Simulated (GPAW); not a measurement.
# Co (P6_3/mmc) in GPAW: convergence with plane-wave cutoff (eV)

Aim: find how far plane-wave cutoff (eV) must go before the results for Co settle, at PBE. This setting moves, with any that are tied to it; all else stays.

Program: GPAW 26.7.0. These are calculated values, not measurements. Logs are shortened: lines on timing, memory, paths and dates and some standing lists are left out, and cuts for length are marked. The log counts tension as positive stress, the text compression.

## (1) The structure

Symmetry: P6_3/mmc, No. 194, hexagonal system. Conventional cell: a = 2.472 Å, b = 2.472 Å, c = 4.021 Å, α = 90.00°, β = 90.00°, γ = 120.00°. Co (site symmetry -6m2) has 12 Co at 2.47 Å as nearest neighbours.

## (2) With plane-wave cutoff (eV) 200

run.py reads:

```python
from ase.dft.bandgap import bandgap
from ase.io import read, write
from ase.units import GPa
from gpaw import GPAW, PW

atoms = read('Co.xyz')
atoms.set_initial_magnetic_moments([2.0, 2.0])

calc = GPAW(mode=PW(200),
            xc='PBE',
            kpts={'size': (8, 8, 4), 'gamma': True},
            occupations={'name': 'fermi-dirac', 'width': 0.05},
            nbands=21,
            convergence={'density': 1e-05, 'energy': 1e-05},
            maxiter=100,
            txt='gpaw.txt')
atoms.calc = calc
energy = atoms.get_potential_energy()
forces = atoms.get_forces()
stress = atoms.get_stress()
calc.write('gs.gpw')
write('result.traj', atoms)
print(f'Energy: {energy:.6f} eV')
print('Forces (eV/A):')
print(forces.round(4))
print('Stress (GPa):', (stress / GPa).round(3))
print('Moments:', calc.get_magnetic_moments().round(3))
print('Fermi level:', round(calc.get_fermi_level(), 4), 'eV')
print(f'Gap: {bandgap(calc)[0]:.4f} eV, direct: {bandgap(calc, direct=True)[0]:.4f} eV')
```

Co.xyz reads:

```xyz
2
Lattice="2.4719999032 0.0000000000 0.0000000000 -1.2359999516 2.1408147143 0.0000000000 0.0000000000 0.0000000000 4.0211440800" Properties=species:S:1:pos:R:3 pbc="T T T"
Co     1.2359999517      0.7136049047      3.0158580600
Co    -0.0000000001      1.4272098096      1.0052860200
```

Potentials or basis: GPAW PAW data sets (gpaw-data 1.2.1), pw.

The run is started by

```sh
> OMP_NUM_THREADS=1 python run.py
```

gpaw.txt:

```text
__  _  _
 | _ |_)|_||  |
 |__||  | ||/\| - 26.7.0

Input parameters:
  mode=PW(ecut=200.0),
  convergence={'density': 1e-05, 'energy': 1e-05},
  kpts=MonkhorstPack(size=(8, 8, 4), gamma=True),
  maxiter=100,
  nbands=21,
  occupations=Occupations(name='fermi-dirac', width=0.05),
  xc=XC(name='PBE')

Diagonalizing LCAO Hamiltonian
Converting LCAO to pw mode

          Co

        Co

Atoms  # Å, Bohr magnetons
|   | symbol |         x |        y |        z |    initial magnetic moments |
|---|--------|-----------|----------|----------|-----------------------------|
| 0 |     Co |  1.236000 | 0.713605 | 3.015858 | ( 0.0000,  0.0000,  2.0000) |
| 1 |     Co | -0.000000 | 1.427210 | 1.005286 | ( 0.0000,  0.0000,  2.0000) |

Unit cell  # Å
| periodic |         x |        y |        z |  lengths |     angles |
|----------|-----------|----------|----------|----------|------------|
|      yes |  2.472000 | 0.000000 | 0.000000 | 2.472000 |  90.000000 |
|      yes | -1.236000 | 2.140815 | 0.000000 | 2.472000 |  90.000000 |
|      yes |  0.000000 | 0.000000 | 4.021144 | 4.021144 | 120.000000 |

Number of symmetries: 12
Symmetry operations  # r_c * U_cc + t_c -> r_c
|    | kind |            matrix            |
|----|------|------------------------------|
|  0 |  σ   |  1, 1, 0,  0,-1, 0,  0, 0, 1 |
|  1 |  S6  |  1, 1, 0, -1, 0, 0,  0, 0,-1 |
|  2 |  E   |  1, 0, 0,  0, 1, 0,  0, 0, 1 |
|  3 |  C2  |  1, 0, 0, -1,-1, 0,  0, 0,-1 |
|  4 |  C2  |  0, 1, 0,  1, 0, 0,  0, 0,-1 |
|  5 |  C3  |  0, 1, 0, -1,-1, 0,  0, 0, 1 |
|  6 |  S6  |  0,-1, 0,  1, 1, 0,  0, 0,-1 |
|  7 |  σ   |  0,-1, 0, -1, 0, 0,  0, 0, 1 |
|  8 |  σ   | -1, 0, 0,  1, 1, 0,  0, 0, 1 |
|  9 |  i   | -1, 0, 0,  0,-1, 0,  0, 0,-1 |
| 10 |  C3  | -1,-1, 0,  1, 0, 0,  0, 0, 1 |
| 11 |  C2  | -1,-1, 0,  0, 1, 0,  0, 0,-1 |

BZ-sampling:
  Number of BZ points: 256
  Number of IBZ points: 35

  Monkhorst-Pack size: [8, 8, 4]
  Monkhorst-Pack shift: [0.0625, 0.0625, 0.125]

K-points  # in reciprocal-cell coordinates
|     |                                coordinates |     weight |
|-----|--------------------------------------------|------------|
|   0 | (  0.00000000,   0.00000000,   0.00000000) | 0.00390625 |
|   1 | (  0.00000000,   0.00000000,   0.25000000) | 0.00781250 |
|   2 | (  0.00000000,   0.00000000,   0.50000000) | 0.00390625 |
|   3 | (  0.12500000,   0.00000000,  -0.25000000) | 0.02343750 |
|   4 | (  0.12500000,   0.00000000,   0.00000000) | 0.02343750 |
|   5 | (  0.12500000,   0.00000000,   0.25000000) | 0.02343750 |
|   6 | (  0.12500000,   0.00000000,   0.50000000) | 0.02343750 |
|   7 | (  0.25000000,  -0.12500000,   0.00000000) | 0.02343750 |
|   8 | (  0.25000000,  -0.12500000,   0.25000000) | 0.04687500 |
|   9 | (  0.25000000,  -0.12500000,   0.50000000) | 0.02343750 |
| ... |                                            |            |
|  34 | (  0.50000000,   0.50000000,   0.50000000) | 0.01171875 |

Plane wave coefficients: 145
Cutoff: 200.0 eV

Spin-components: 2 (collinear spins)
Bands:           21
Projectors:      12
Spin-degeneracy: 1
Datatype:        complex128

Parallelization:
  kpt:    1
  domain: 1
  band:   1

Density:
  Valence electrons: 18.0
  Components: 2
  Grid points: [ 9  9 14]
  Charge: 0.0  # |e|

Potential:
  Grid points: [ 9  9 14]

species:
  Co:
    name:    Cobalt
    Z:       27.0
    valence: 9
    core:    18
    charge:  0.0  # [|e|]
    compensation charges:
      type: gauss
      rc: 0.32  # [Å]
      lmax: 2
    cutoffs:
      filter: 1.87  # [Å]
      core: 2.55  # [Å]
    projectors
    | kind |    occ | energy [eV] | rcut [Å] |
    |------|--------|-------------|----------|
    |   4s |  2.000 |      -5.469 |    1.005 |
    |   4p |  0.000 |      -1.277 |    1.058 |
    |   3d |  7.000 |      -8.205 |    1.005 |
    |    s |        |      21.742 |    1.005 |
    |    p |        |      25.934 |    1.058 |
    |    d |        |      19.007 |    1.005 |

    Using partial waves for Co as LCAO basis

Reference energy: -75805.419811  # eV

eigensolver:
  PPCG
  Converge bands: occupied
  niter=2

density mixing:
  MSR1-Mixer
  Pratt-step length: 0.05
  Maximum mixing coefficient: 0.75
  Old densities: 10
  SVD Regularization: 0.005
  Good broyden scale: 1.0
  Trust region scale: 1.0
  Backstep threshold: 4.0
  History deletion threshold: 6.0
  Fourier metric: weight=20.0, sigma=0.015

occupation numbers:
  Fermi-Dirac:
    width: 0.0500  # eV

poisson solver:
  ecut: 1600.0  # eV

xc functional:
  name: PBE with 2 nearest neighbor stencil

convergence criteria:
- Maximum integral of absolute [dens]ity change: 1e-05 electrons / valence electron
- Maximum [total energy] change in last 3 cyles: 1e-05 eV / valence electron
- Maximum integral of absolute [eigenst]ate change: 4e-08 eV^2 / valence electron
maximum number of iterations: 100

SCF iterations
|iter     | |      energy | eigst |  dens |  magmom |
|---------|-|-------------|-------|-------|---------|
|iter:   1| |   -5.513680 | -0.32 |       |  +4.0064|
|iter:   2| |   -5.206997 | -2.42 | -0.91 |  +3.9793|
|iter:   3| |   -4.670731 | -2.75 | -0.98 |  +3.7522|
|iter:   4| |   -4.717029 | -4.09 | -1.30 |  +3.5936|
|iter:   5| |   -4.761355 | -3.55 | -1.44 |  +3.2859|
|iter:   6| |   -4.762134 | -5.67 | -2.31 |  +3.2595|
|iter:   7| |   -4.762472 | -5.89 | -2.63 |  +3.2386|
|iter:   8| |   -4.762476 | -7.66c| -3.42 |  +3.2409|
|iter:   9| |   -4.762478c| -8.58c| -3.75 |  +3.2431|
|iter:  10| |   -4.762478c| -8.08c| -4.50 |  +3.2434|
|iter:  11| |   -4.762478c| -8.66c| -4.88 |  +3.2435|
|iter:  12| |   -4.762478c| -9.77c| -5.56c|  +3.2435|

Converged in 12 steps
Energy contributions relative to reference atoms: (reference = -75805.419811)

Energy contributions:
  Kinetic:         -63.856012
  Coulomb:          72.771059
  Zero:              0.078457
  External:          0.000000
  Xc:              -13.748443
  Entropy:          -0.015078
  Spinorbit:         0.000000
  ----------------------------
  Free energy:      -4.770017
  Extrapolated:     -4.762478

dipole moment: (-0.000001, -0.000002, -0.000003)  # |e|*Ang

Total magnetic moment: (0.000000, 0.000000, 3.243534)

Local magnetic moments
|        x |        y |        z |
|----------|----------|----------|
| 0.000000 | 0.000000 | 1.686878 |  # Co   0
| 0.000000 | 0.000000 | 1.686878 |  # Co   1

Fermi level: 10.704
Eigenvalues  # (at kpt = [0.000, 0.000, 0.000])
| band index |      eig [eV] | occ [0-1] |      eig [eV] | occ [0-1] |
|------------|---------------|-----------|---------------|-----------|
|          0 |         1.854 |     1.000 |         1.847 |     1.000 |
|        ... |               |           |               |           |
|          2 |         8.000 |     1.000 |         9.631 |     1.000 |
|          3 |         8.163 |     1.000 |         9.757 |     1.000 |
|          4 |         8.164 |     1.000 |         9.757 |     1.000 |
|          5 |         8.713 |     1.000 |        10.344 |     0.999 |
|          6 |         8.713 |     1.000 |        10.345 |     0.999 |
|          7 |         9.049 |     1.000 |        10.645 |     0.764 |
|          8 |         9.049 |     1.000 |        10.785 |     0.164 |
|          9 |         9.358 |     1.000 |        10.785 |     0.164 |
|         10 |         9.358 |     1.000 |        11.232 |     0.000 |
|         11 |        10.713 |     0.452 |        11.232 |     0.000 |
|         12 |        17.023 |     0.000 |        17.999 |     0.000 |
|         13 |        33.467 |     0.000 |        33.129 |     0.000 |
|         14 |        35.872 |     0.000 |        36.222 |     0.000 |
|         15 |        35.874 |     0.000 |        36.223 |     0.000 |
|         16 |        36.644 |     0.000 |        36.402 |     0.000 |
|        ... |               |           |               |           |
|         20 |        42.096 |     0.000 |        41.949 |     0.000 |

No gap
No difference between direct/indirect transitions

Forces  # eV/Ang
|       x |       y |        z |
|---------|---------|----------|
| 0.00000 | 0.00000 | -0.00000 |  # Co   0
| 0.00000 | 0.00000 |  0.00000 |  # Co   1

Stress tensor  # eV/Ang^3
|        x |        y |        z |
|----------|----------|----------|
| 2.813577 | 0.000000 | 0.000000 |
| 0.000000 | 2.813577 | 0.000000 |
| 0.000000 | 0.000000 | 2.823621 |

# Writing to gs.gpw (mode='')
```

Wall time 6.4 s (1 thread of AMD EPYC 9R14 (Zen 4), shared host); peak memory 0.12 GiB.

What came out:

```yaml
Free_energy: -4.7700 eV
Pressure: -451.3 GPa
Band_gap_on_the_k_mesh: none (metal or under the smearing width)
Net_moment: 3.24 μB per cell
Site_moments: Co +1.69 μB
```

## (3) With plane-wave cutoff (eV) 250

Changes to run.py since step 2:

```diff
@@ -8,3 +8,3 @@
 
-calc = GPAW(mode=PW(200),
+calc = GPAW(mode=PW(250),
             xc='PBE',
```

Co.xyz is that of step 2.

Potentials or basis: GPAW PAW data sets (gpaw-data 1.2.1), pw.

The run is started by

```sh
> OMP_NUM_THREADS=1 python run.py
```

It took 6.6 s on 1 thread of AMD EPYC 9R14 (Zen 4), shared host; peak memory 0.12 GiB.

Results:

```yaml
Free_energy: -14.6523 eV
Pressure: -69.8 GPa
Largest_force: 0.019 eV/Å
Band_gap_on_the_k_mesh: none (metal or under the smearing width)
Net_moment: 3.19 μB per cell
Site_moments: Co +1.67 μB
```

## (4) With plane-wave cutoff (eV) 300

Changes to run.py since step 3:

```diff
@@ -8,3 +8,3 @@
 
-calc = GPAW(mode=PW(250),
+calc = GPAW(mode=PW(300),
             xc='PBE',
```

Co.xyz is that of step 3.

The run is started by

```sh
> OMP_NUM_THREADS=1 python run.py
```

Wall time 7.2 s (1 thread of AMD EPYC 9R14 (Zen 4), shared host); peak memory 0.13 GiB.

What came out:

```
Free energy            : -15.7849 eV
Pressure               : 1.8 GPa
Band gap on the k mesh : none (metal or under the smearing width)
Net moment             : 3.19 μB per cell
Site moments           : Co +1.67 μB
```

## (5) With plane-wave cutoff (eV) 350

Changes to run.py since step 4:

```diff
@@ -8,3 +8,3 @@
 
-calc = GPAW(mode=PW(300),
+calc = GPAW(mode=PW(350),
             xc='PBE',
```

Co.xyz is that of step 4.

The run is started by

```sh
> OMP_NUM_THREADS=1 python run.py
```

Run time: 8.3 s. Hardware: 1 thread of AMD EPYC 9R14 (Zen 4), shared host; peak memory 0.13 GiB.

Results:

| Quantity | Value |
| --- | --- |
| Free energy | -15.8206 eV |
| Pressure | 3.7 GPa |
| Band gap on the k mesh | none (metal or under the smearing width) |
| Net moment | 3.19 μB per cell |
| Site moments | Co +1.67 μB |

## (6) With plane-wave cutoff (eV) 400

Changes to run.py since step 5:

```diff
@@ -8,3 +8,3 @@
 
-calc = GPAW(mode=PW(350),
+calc = GPAW(mode=PW(400),
             xc='PBE',
```

Co.xyz is that of step 5.

Potentials or basis: GPAW PAW data sets (gpaw-data 1.2.1), pw.

The run is started by

```sh
> OMP_NUM_THREADS=1 python run.py
```

It took 8.1 s on 1 thread of AMD EPYC 9R14 (Zen 4), shared host; peak memory 0.14 GiB.

What came out:

* Free energy: -15.9594 eV
* Pressure: -2.5 GPa
* Band gap on the k mesh: none (metal or under the smearing width)
* Net moment: 3.19 μB per cell
* Site moments: Co +1.67 μB

## (7) With plane-wave cutoff (eV) 500

Changes to run.py since step 6:

```diff
@@ -8,3 +8,3 @@
 
-calc = GPAW(mode=PW(400),
+calc = GPAW(mode=PW(500),
             xc='PBE',
```

Co.xyz is that of step 6.

The run is started by

```sh
> OMP_NUM_THREADS=1 python run.py
```

Wall time 11 s (1 thread of AMD EPYC 9R14 (Zen 4), shared host); peak memory 0.15 GiB.

The run converged. Its results:

```yaml
Free_energy: -16.4013 eV
Pressure: -1.6 GPa
Band_gap_on_the_k_mesh: none (metal or under the smearing width)
Net_moment: 3.19 μB per cell
Site_moments: Co +1.67 μB
```

## (8) With plane-wave cutoff (eV) 600

Changes to run.py since step 7:

```diff
@@ -8,3 +8,3 @@
 
-calc = GPAW(mode=PW(500),
+calc = GPAW(mode=PW(600),
             xc='PBE',
```

Co.xyz is that of step 7.

The run is started by

```sh
> OMP_NUM_THREADS=1 python run.py
```

Wall time 12 s (1 thread of AMD EPYC 9R14 (Zen 4), shared host); peak memory 0.15 GiB.

Results (log left out):

```
Free energy            : -16.5594 eV
Pressure               : 4.6 GPa
Band gap on the k mesh : none (metal or under the smearing width)
Net moment             : 3.19 μB per cell
Site moments           : Co +1.67 μB
```

## (9) With plane-wave cutoff (eV) 800

Changes to run.py since step 8:

```diff
@@ -8,3 +8,3 @@
 
-calc = GPAW(mode=PW(600),
+calc = GPAW(mode=PW(800),
             xc='PBE',
```

Co.xyz is that of step 8.

Potentials or basis: GPAW PAW data sets (gpaw-data 1.2.1), pw.

The run is started by

```sh
> OMP_NUM_THREADS=1 python run.py
```

Wall time 22 s (1 thread of AMD EPYC 9R14 (Zen 4), shared host); peak memory 0.18 GiB.

It converged, with:

| Property | Result |
| --- | --- |
| Free energy | -16.5820 eV |
| Pressure | 5.7 GPa |
| Band gap on the k mesh | none (metal or under the smearing width) |
| Net moment | 3.19 μB per cell |
| Site moments | Co +1.67 μB |

## (10) With plane-wave cutoff (eV) 1000

Changes to run.py since step 9:

```diff
@@ -8,3 +8,3 @@
 
-calc = GPAW(mode=PW(800),
+calc = GPAW(mode=PW(1000),
             xc='PBE',
```

Co.xyz is that of step 9.

The run is started by

```sh
> OMP_NUM_THREADS=1 python run.py
```

Wall time 21 s (1 thread of AMD EPYC 9R14 (Zen 4), shared host); peak memory 0.2 GiB.

Results (log left out):

```
Free energy            : -16.5945 eV
Pressure               : 5.9 GPa
Band gap on the k mesh : none (metal or under the smearing width)
Net moment             : 3.19 μB per cell
Site moments           : Co +1.67 μB
```

## (11) The series at a glance

| plane-wave cutoff (eV) | energy less the tightest run, at zero smearing (meV/atom) | pressure (GPa) | largest force (eV/Å) | largest site moment (μB) | SCF cycles | CPU time (s) | peak memory (GiB) |
| --- | --- | --- | --- | --- | --- | --- | --- |
| 200 | 5913.00 | -451.32 | 0.000 | 1.69 | 12 | 6.4 | 0.12 |
| 250 | 971.14 | -69.76 | 0.019 | 1.67 | 11 | 6.6 | 0.12 |
| 300 | 404.81 | 1.84 | 0.000 | 1.67 | 10 | 7.2 | 0.13 |
| 350 | 386.97 | 3.68 | 0.000 | 1.67 | 11 | 8.3 | 0.13 |
| 400 | 317.53 | -2.48 | 0.000 | 1.67 | 11 | 8.1 | 0.14 |
| 500 | 96.57 | -1.64 | 0.000 | 1.67 | 11 | 11 | 0.15 |
| 600 | 17.52 | 4.56 | 0.000 | 1.67 | 11 | 12 | 0.15 |
| 800 | 6.24 | 5.66 | 0.000 | 1.67 | 11 | 22 | 0.18 |
| 1000 | 0.00 | 5.90 | 0.000 | 1.67 | 11 | 21 | 0.2 |

Against the tightest run, the largest force stays within 0.005 eV/Å from 300 on; the largest site moment stays within 0.02 μB from 200 on. Not settled before the last step: the energy (to 1 meV/atom), the pressure (to 0.1 GPa). The tightest run that finished is the yardstick and may itself not be fully converged.

Caveats: all runs use coarse meshes.
